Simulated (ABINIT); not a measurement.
The system is Ta2N.

```
CELL_PARAMETERS angstrom
3.11286 0.00000 0.00000
-1.55643 2.69582 0.00000
0.00000 0.00000 4.86984
ATOMIC_POSITIONS crystal
Ta 0.33333 0.66667 0.25471
Ta 0.66667 0.33333 0.74529
N 0.00000 0.00000 0.00000
```

The cell comes from a database or a generator and needn't be the stable form of this composition.

| Quantity | Value |
| --- | --- |
| Program | ABINIT 10.8.3 (patched build) |
| Task | relaxation of cell and atoms |
| Functional | PBEsol |
| Potentials or basis | JTH PAW PBE v2.0 |
| Cutoff | 707 eV |
| k mesh | 8 × 8 × 5 |
| Occupations | fermi-dirac, width 0.05 eV |
| Spin | no spin polarisation |

At the start: pressure -8.9 GPa; volume 13.62 Å³/atom.

How do energy, volume and symmetry change on relaxing?

Over 7 steps the energy falls by 12.6 meV/atom and the volume is 13.23 Å³/atom (-2.9 %); space group P-3m1 (No. 164, to 0.05 Å).

Step by step:
| step | energy change (eV) | largest force (eV/Å) | pressure (GPa) | volume (Å³) |
| --- | --- | --- | --- | --- |
| 1 | 0.0000 | 0.3730 | -8.85 | 40.87 |
| 2 | -0.0364 | 0.1322 | -1.02 | 39.77 |
| 3 | -0.0372 | 0.0843 | 0.00 | 39.70 |
| 4 | -0.0375 | 0.0034 | 0.02 | 39.67 |
| 5 | -0.0376 | 0.0037 | 0.03 | 39.67 |
| 6 | -0.0378 | 0.0134 | 0.03 | 39.67 |
| 7 | -0.0378 | 0.0012 | 0.01 | 39.68 |

Final structure:
```yaml
crystal:
  lattice:
    - [3.08737, 0.00000, 0.00000]
    - [-1.54369, 2.67374, 0.00000]
    - [0.00000, 0.00000, 4.80670]
  atoms:
    - { symbol: Ta, position: [0.33333, 0.66667, 0.25258] }
    - { symbol: Ta, position: [0.66667, 0.33333, 0.74742] }
    - { symbol: N, position: [0.00000, 0.00000, 0.00000] }
```

Caveat: the PAW data sets were made with another functional, which shifts forces and pressure a little.
